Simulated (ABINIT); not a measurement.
# SrO (Fm-3m) in ABINIT: a series of runs, part 2 of 2

ABINIT 10.8.3 (patched build). The steps go on from the part before.

**3. Equation of state, HCTH407**

File run.abi:

```
# Datasets: one volume each
ndtset 7
getwfk -1
scalecart1 3*0.9795861087
scalecart2 3*0.9864848297
scalecart3 3*0.9932883884
scalecart4 3*1.0000000000
scalecart5 3*1.0066227096
scalecart6 3*1.0131594038
scalecart7 3*1.0196128224

# Pseudopotentials
pp_dirpath "./"
pseudos "Sr.GGA_PBE-JTH.xml, O.GGA_PBE-JTH.xml"

# Structure
acell 3*1.0
rprim
     0.0000000000     4.8496041536     4.8496041536
     4.8496041536     0.0000000000     4.8496041536
     4.8496041536     4.8496041536     0.0000000000
ntypat 2
znucl 38 8
natom 2
typat 1 2
xred
     0.5000000000     0.5000000000     0.5000000000
     0.0000000000     0.0000000000     0.0000000000

# Plane-wave basis
ecut 23.0
pawecutdg 45.0

# k points
kptopt 1
ngkpt 9 9 9
nshiftk 1
shiftk 0.0 0.0 0.0

# Exchange and correlation
ixc 27

# Bands and occupations
nband 12
occopt 3
tsmear 0.05 eV

# SCF cycle
nstep 100
tolvrs 1.0e-9

# Output
iomode 3
prtwf 1
prtden 0
prteig 0
prtebands 0
enunit 2
```

Potentials or basis: JTH PAW PBE v2.0.

Started as:

```bash
$ abinit run.abi > log 2>&1
```

run.abo:

```text
.Version 10.8.3 of ABINIT
 DATASET    1 : space group Fm -3 m (#225); Bravais cF (face-center cubic)
================================================================================
 Values of the parameters that define the memory need for DATASET  1.
     intxc =       0    ionmov =       0      iscf =       7    lmnmax =      18
     lnmax =       6     mgfft =      30  mpssoang =       3    mqgrid =    3001
     natom =       2  nloc_mem =       2    nspden =       1   nspinor =       1
    nsppol =       1      nsym =      48    n1xccc =       1    ntypat =       2
    occopt =       3   xclevel =       2
       mpw =        1147          nfft =       27000          nkpt =          35
 PAW method is used; the additional fine FFT grid is defined by:
   mgfftf=        45    nfftf =     91125
================================================================================
================================================================================
[... 71 lines left out ...]
 DATASET    7 : space group Fm -3 m (#225); Bravais cF (face-center cubic)
================================================================================
 Values of the parameters that define the memory need for DATASET  7.
     intxc =       0    ionmov =       0      iscf =       7    lmnmax =      18
     lnmax =       6     mgfft =      32  mpssoang =       3    mqgrid =    3001
     natom =       2  nloc_mem =       2    nspden =       1   nspinor =       1
    nsppol =       1      nsym =      48    n1xccc =       1    ntypat =       2
    occopt =       3   xclevel =       2
       mpw =        1299          nfft =       32768          nkpt =          35
 PAW method is used; the additional fine FFT grid is defined by:
   mgfftf=        45    nfftf =     91125
================================================================================
================================================================================

--------------------------------------------------------------------------------
------------- Echo of variables that govern the present computation ------------
--------------------------------------------------------------------------------
 -outvars: echo values of preprocessed input variables --------
            acell      1.0000000000E+00  1.0000000000E+00  1.0000000000E+00 Bohr
              amu      8.76200000E+01  1.59994000E+01
             ecut      2.30000000E+01 Hartree
           enunit           2
           getwfk          -1
             iscf           7
              ixc          27
           jdtset        1    2    3    4    5    6    7
         kptrlatt        9    0    0      0    9    0      0    0    9
          kptrlen1     6.04653284E+01
          kptrlen2     6.08911546E+01
          kptrlen3     6.13111069E+01
          kptrlen4     6.17253837E+01
          kptrlen5     6.21341730E+01
          kptrlen6     6.25376529E+01
          kptrlen7     6.29359927E+01
            natom           2
            nband          12
           ndtset           7
            ngfft1         30      30      30
            ngfft2         30      30      30
            ngfft3         30      30      30
            ngfft4         30      30      30
            ngfft5         30      30      30
            ngfft6         30      30      30
            ngfft7         32      32      32
          ngfftdg          45      45      45
             nkpt          35
            nstep         100
             nsym          48
           ntypat           2
           occopt           3
        pawecutdg      4.50000000E+01 Hartree
         pawxcdev           0
           prtden           0
[... 41 lines left out ...]
                       0.0000000000E+00  0.0000000000E+00  0.0000000000E+00
            xcart1     4.7506048616E+00  4.7506048616E+00  4.7506048616E+00
                       0.0000000000E+00  0.0000000000E+00  0.0000000000E+00
            xcart2     4.7840609276E+00  4.7840609276E+00  4.7840609276E+00
                       0.0000000000E+00  0.0000000000E+00  0.0000000000E+00
            xcart3     4.8170554941E+00  4.8170554941E+00  4.8170554941E+00
                       0.0000000000E+00  0.0000000000E+00  0.0000000000E+00
            xcart4     4.8496041536E+00  4.8496041536E+00  4.8496041536E+00
                       0.0000000000E+00  0.0000000000E+00  0.0000000000E+00
            xcart5     4.8817216736E+00  4.8817216736E+00  4.8817216736E+00
                       0.0000000000E+00  0.0000000000E+00  0.0000000000E+00
            xcart6     4.9134220529E+00  4.9134220529E+00  4.9134220529E+00
                       0.0000000000E+00  0.0000000000E+00  0.0000000000E+00
            xcart7     4.9447185786E+00  4.9447185786E+00  4.9447185786E+00
                       0.0000000000E+00  0.0000000000E+00  0.0000000000E+00
             xred      5.0000000000E-01  5.0000000000E-01  5.0000000000E-01
                       0.0000000000E+00  0.0000000000E+00  0.0000000000E+00
            znucl       38.00000    8.00000

================================================================================

 chkinp: Checking input parameters for consistency, jdtset=   1.

 chkinp: Checking input parameters for consistency, jdtset=   2.
[... 40 lines left out ...]
 getcut: wavevector=  0.0000  0.0000  0.0000  ngfft=  45  45  45
         ecut(hartree)=     45.000   => boxcut(ratio)=   2.16879

--- Pseudopotential description ------------------------------------------------
- pspini: atom type   1  psp file is ./Sr.GGA_PBE-JTH.xml
 Pseudopotential format is: paw10
 basis_size (lnmax)=  6 (lmn_size= 18), orbitals=   0   0   1   1   2   2
 Spheres core radius: rc_sph= 2.20669967
 Shapefunction is SIN type: shapef(r)=[sin(pi*r/rshp)/(pi*r/rshp)]**2
 Radius for shape functions =  1.70850426
 Compensation charge density is not taken into account in XC energy/potential

- pspini: atom type   2  psp file is ./O.GGA_PBE-JTH.xml
 Pseudopotential format is: paw10
 basis_size (lnmax)=  4 (lmn_size=  8), orbitals=   0   0   1   1
 Spheres core radius: rc_sph= 1.41465230
 Shapefunction is SIN type: shapef(r)=[sin(pi*r/rshp)/(pi*r/rshp)]**2
 Radius for shape functions =  1.20231231
 Compensation charge density is not taken into account in XC energy/potential

   4.46581426E+02                                ecore*ucvol(ha*bohr**3)
--------------------------------------------------------------------------------

================================================================================

--- !BeginCycle
iteration_state: {dtset: 1, }
solver: {iscf: 7, nstep: 100, nline: 4, wfoptalg: 10, }
tolerances: {tolvrs: 1.00E-09, }
...
[... 1315 lines left out ...]
-Cartesian components of stress tensor (GPa)         [Pressure=  5.2498E-01 GPa]
- sigma(1 1)= -5.24976984E-01  sigma(3 2)=  0.00000000E+00
- sigma(2 2)= -5.24976984E-01  sigma(3 1)=  0.00000000E+00
- sigma(3 3)= -5.24976984E-01  sigma(2 1)=  0.00000000E+00

== END DATASET(S) ==============================================================
================================================================================

 -outvars: echo values of variables after computation  --------
            acell      1.0000000000E+00  1.0000000000E+00  1.0000000000E+00 Bohr
           etotal1    -4.7453125577E+01
           etotal2    -4.7454858677E+01
           etotal3    -4.7456226828E+01
           etotal4    -4.7457259639E+01
           etotal5    -4.7457991526E+01
           etotal6    -4.7458457759E+01
           etotal7    -4.7458676425E+01
            fcart1    -0.0000000000E+00 -0.0000000000E+00 -0.0000000000E+00
                      -0.0000000000E+00 -0.0000000000E+00 -0.0000000000E+00
            fcart2    -0.0000000000E+00 -0.0000000000E+00 -0.0000000000E+00
                      -0.0000000000E+00 -0.0000000000E+00 -0.0000000000E+00
            fcart3    -0.0000000000E+00 -0.0000000000E+00 -0.0000000000E+00
                      -0.0000000000E+00 -0.0000000000E+00 -0.0000000000E+00
            fcart4    -0.0000000000E+00 -0.0000000000E+00 -0.0000000000E+00
                      -0.0000000000E+00 -0.0000000000E+00 -0.0000000000E+00
            fcart5    -0.0000000000E+00 -0.0000000000E+00 -0.0000000000E+00
                      -0.0000000000E+00 -0.0000000000E+00 -0.0000000000E+00
[... 38 lines left out ...]
                       0.0000000000E+00  0.0000000000E+00  0.0000000000E+00
           xangst1     2.5139118290E+00  2.5139118290E+00  2.5139118290E+00
                       0.0000000000E+00  0.0000000000E+00  0.0000000000E+00
           xangst2     2.5316160167E+00  2.5316160167E+00  2.5316160167E+00
                       0.0000000000E+00  0.0000000000E+00  0.0000000000E+00
           xangst3     2.5490759894E+00  2.5490759894E+00  2.5490759894E+00
                       0.0000000000E+00  0.0000000000E+00  0.0000000000E+00
           xangst4     2.5662999982E+00  2.5662999982E+00  2.5662999982E+00
                       0.0000000000E+00  0.0000000000E+00  0.0000000000E+00
           xangst5     2.5832958579E+00  2.5832958579E+00  2.5832958579E+00
                       0.0000000000E+00  0.0000000000E+00  0.0000000000E+00
           xangst6     2.6000709762E+00  2.6000709762E+00  2.6000709762E+00
                       0.0000000000E+00  0.0000000000E+00  0.0000000000E+00
           xangst7     2.6166323843E+00  2.6166323843E+00  2.6166323843E+00
                       0.0000000000E+00  0.0000000000E+00  0.0000000000E+00
             xred      5.0000000000E-01  5.0000000000E-01  5.0000000000E-01
                       0.0000000000E+00  0.0000000000E+00  0.0000000000E+00
 Calculation completed.
```

Wall time 2.4 min (1 thread of Arm Neoverse V1, shared host); peak memory 0.15 GiB.

What came out:

```yaml
Equilibrium_volume: "18.08 Å³/atom (rough: see the caveat)"
Bulk_modulus: 72 GPa (rough)
```

Energy against volume, from the lowest point:
| volume (Å³/atom) | energy (meV/atom) |
| --- | --- |
| 15.887 | 75.52 |
| 16.225 | 51.94 |
| 16.563 | 33.33 |
| 16.901 | 19.28 |
| 17.239 | 9.32 |
| 17.577 | 2.98 |
| 17.915 | 0.00 |

Caveat: pressures at fixed basis lie under the slope of the energies; the minimum lies outside the volumes run; the PAW data sets were made with another functional, which shifts forces and pressure a little.
